**Q:** I strain a cubic crystal of SrCl₂ in two ways at once. May I look up the energy cost of each strain and add the two?

**A:** Nearly, and the table shows where the sum goes wrong. The first strain $e_1$ stretches the crystal along x and shortens it equally along y. The second strain $e_2$ stretches it along z and shortens x and y by half as much. Negative values reverse these roles.

Ansatz 0.2.0, scalar-relativistic PBE with PAW, without dispersion correction or spin polarization, for SrCl₂ (Fm-3m, 3-atom cell); plane-wave cutoff 420 eV, 6×6×6 k mesh, Gaussian smearing of 0.05 eV. Free energies are relative to the relaxed, unstrained crystal, and symmetry fixes the atoms' fractional coordinates at every strain.

| second strain | free energy change at first strain -0.04 (meV an atom) | free energy change at first strain -0.03 (meV an atom) | free energy change at first strain -0.02 (meV an atom) | free energy change at first strain 0 (meV an atom) |
| --- | --- | --- | --- | --- |
| -0.04000 | 24.7 | 18.8 | 14.6 | 11.3 |
| -0.03000 | 19.9 | 13.9 | 9.7 | 6.3 |
| -0.02000 | 16.7 | 10.6 | 6.2 | 2.8 |
| -0.01000 | 14.9 | 8.7 | 4.2 | 0.7 |
| 0.00000 | 14.6 | 8.2 | 3.6 | 0.0 |
| 0.01000 | 15.6 | 9.1 | 4.4 | 0.7 |
| 0.02000 | 18.0 | 11.3 | 6.5 | 2.7 |
| 0.03000 | 21.8 | 14.8 | 9.9 | 6.0 |
| 0.04000 | 26.8 | 19.7 | 14.6 | 10.6 |

**Q:** Which rows break the rule?

**A:** Take the column at first strain −0.04. Every row with a second strain breaks the rule, by an amount that grows towards both ends. At second strain +0.04 the computed energy is 1.6 meV an atom above the sum of the separate costs, which is 6 % of the computed energy. At −0.04 it is 1.2 meV below the sum. No row jumps out of line, so we need a smooth cause that changes sign with the second strain.

**Q:** Why does adding work as well as it does?

**A:** Because of cubic symmetry. The strains along the three axes are

$$x=e_1-\tfrac{e_2}{2},\qquad y=-e_1-\tfrac{e_2}{2},\qquad z=e_2,$$

and their sum is zero. The axes are equivalent, so for small strains the energy can depend only on $x^2+y^2+z^2$. Written out, this is $2e_1^2+\tfrac32 e_2^2$. The cross terms have cancelled, and each strain pays its own bill.

**Q:** Then what spoils it?

**A:** The next order. With a zero sum, the only third-order form that treats the axes alike is the product

$$xyz=e_2\left(\tfrac{e_2^2}{4}-e_1^2\right).$$

It contains $e_2e_1^2$, which belongs to neither strain alone. That term changes sign with $e_2$, as the misses do.

**Q:** Can I test that with numbers?

**A:** Yes, by comparing the two ends of a column. The squared terms are the same at second strains +0.04 and −0.04, so they drop out of the difference, while the product remains. At first strain −0.04 the upper end, +0.04, costs 2.1 meV an atom more than the lower one. I use this value to set the scale.

For first strain −0.03, the bracket changes from $0.0004-0.0016=-0.0012$ to $0.0004-0.0009=-0.0005$. The expected end difference is therefore $2.1\times 5/12\approx0.9$ meV, and the table gives 0.9.

At first strain 0 the bracket is $+0.0004$, so the difference should shrink to a third and change sign. That makes −0.7 meV, again as in the table. The printed output after this text lists these comparisons.

**Q:** At first strain −0.02 the two ends are equal. Is that another success?

**A:** It is a certainty. There the axis strains are −4 %, 0 and +4 % at both ends, only assigned to different axes. It is the same deformed crystal, turned round.

**Q:** Symmetry gives me the ratios. What decides which end is dearer?

**A:** Look at the shapes at first strain −0.04. The dearer end has one axis squeezed by 6 % and the other two stretched. The cheaper end has one axis stretched by 6 % and the other two squeezed. So one strong squeeze costs more than one strong stretch.

A diatomic molecule behaves in a similar way: shortening its bond costs more than lengthening it by the same amount, because repulsion climbs steeply at short range. The likeness ends at the number of lengths. The molecule has one, whereas the crystal has three axes, whose strains sum to zero in these two patterns, so the bias can cancel, as it does at first strain −0.02.

**Q:** Which contacts in the crystal play the part of that bond?

**A:** My first thought would be Sr–Cl, but the geometry rules against it. These contacts lie along the body diagonals, and all eight are 3.051 Å long at both ends. The Cl–Cl contacts lie along the axes and do feel the difference: the shortest is 3.31 Å at the dearer end and 3.38 Å at the cheaper one.

Repulsion between chloride ions can therefore explain the sign. That remains an argument, since the electrostatic energy of the whole lattice also changes with shape and the table gives only the total. The agreement of the ratios can't settle it, because at third order symmetry demands them whatever the forces.

**Q:** Does the third-order term account for the whole miss?

**A:** Not quite. Alone, it would make the misses at the two ends equal and opposite, but they are +1.6 and −1.2 meV. The imbalance is only a little more than the rounding of the table allows, but the next order can supply it. With a zero sum, the only fourth-order form is the square of $x^2+y^2+z^2$. It contains $e_1^2e_2^2$, which shifts both ends the same way. The shift is upward: in the unrounded energies, doubling the first strain alone from −0.02 to −0.04 slightly more than quadruples the cost, and the product $xyz$ is zero there.

**Q:** How do I use this for another cubic salt, and when should I stop trusting it?

**A:** For a salt with the rock-salt or fluorite structure, write down the strains along the three cubic axes, check that they sum to zero, and multiply them. Then compute one such cell and the cell with all three strains reversed; their difference gives the sign and size of the third-order term. If one strong squeeze is again dearer than one strong stretch, a negative product means a cost above the simple sum of squares, and a positive one a cost below it. Smooth curves are what closed-shell ions with a wide band gap should give. I would look for a break where strain closes the band gap or tips the lattice into a new structure. A structure that needs the ions to leave their sites would stay hidden here, because symmetry holds them in place. To find it, nudge the ions off their sites and let them relax.

The analysis program printed:

```
Do the two costs add at first strain -0.04 (meV an atom):
    row  computed  sum of separate costs  computed less sum
  -0.04      24.7                   25.9               -1.2
  -0.03      19.9                   20.9                 -1
  -0.02      16.7                   17.4               -0.7
  -0.01      14.9                   15.3               -0.4
    0.0      14.6                   14.6                  0
   0.01      15.6                   15.3                0.3
   0.02        18                   17.3                0.7
   0.03      21.8                   20.6                1.2
   0.04      26.8                   25.2                1.6
computed less sum at second strain -0.04, percent of computed: -4.858
computed less sum at second strain +0.04, percent of computed: 5.97
smallest second difference down the column at first strain -0.04, meV an atom: 1.2
largest second difference down the column at first strain -0.04, meV an atom: 1.6
Axis strains in percent and Sr-Cl contact in A at first strain -0.04:
    row  along x  along y  along z  Sr-Cl contact
  -0.04       -2        6       -4          3.051
  -0.03     -2.5      5.5       -3           3.05
  -0.02       -3        5       -2           3.05
  -0.01     -3.5      4.5       -1           3.05
    0.0       -4        4        0           3.05
   0.01     -4.5      3.5        1           3.05
   0.02       -5        3        2           3.05
   0.03     -5.5      2.5        3           3.05
   0.04       -6        2        4          3.051
shortest Cl-Cl contact at first strain -0.04 and second strain -0.04, A: 3.378
shortest Cl-Cl contact at first strain -0.04 and second strain +0.04, A: 3.308
end difference at first strain -0.04, meV an atom: 2.1
end difference at first strain -0.03, meV an atom: 0.9
end difference at first strain -0.02, meV an atom: 0
end difference at first strain 0, meV an atom: -0.7
end difference expected from symmetry at first strain -0.03, meV an atom: 0.875
end difference expected from symmetry at first strain 0, meV an atom: -0.7
```
